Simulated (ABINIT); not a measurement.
# BaS in ABINIT: convergence with smearing width

Crystal: BaS.

```
Ba S
1.0
     0.00000    3.19375    3.19375
     3.19375    0.00000    3.19375
     3.19375    3.19375    0.00000
Ba S
1 1
Direct
  0.00000 0.00000 0.00000
  0.50000 0.50000 0.50000
```

- Program: ABINIT 10.8.3 (patched build)
- Task: single point
- Functional: PBE
- Potentials or basis: JTH PAW PBE v2.0
- Cutoff: 544 eV
- k mesh: 7 × 7 × 7
- Occupations: methfessel-paxton, width 0.272 eV
- Spin: no spin polarisation

These are the settings of the first run; the series varies smearing width, with any setting tied to it.

Hardware: 1 thread of Arm Neoverse V1, on a shared host.

**Question.** The values tried are 0.272 eV, 0.2 eV, 0.136 eV, 0.1 eV, 0.05 eV, 0.025 eV, 0.01 eV, loosest first. From which on does the energy stay within 1 meV/atom of the tightest run that finished?

**Answer.** From 0.2 eV on.

```
smearing width  energy less the tightest run (meV/atom)  SCF cycles  CPU time (s)  peak memory (GiB)
      0.272 eV                                     2.52          11            17               0.12
        0.2 eV                                     0.10          11            17               0.12
      0.136 eV                                     0.07          11            17               0.12
        0.1 eV                                     0.00          11            17               0.12
       0.05 eV                                     0.00          11            17               0.12
      0.025 eV                                     0.00          11            17               0.12
       0.01 eV                                     0.00          11            17               0.11
```

The tightest run that finished is the yardstick and may itself not be fully converged.
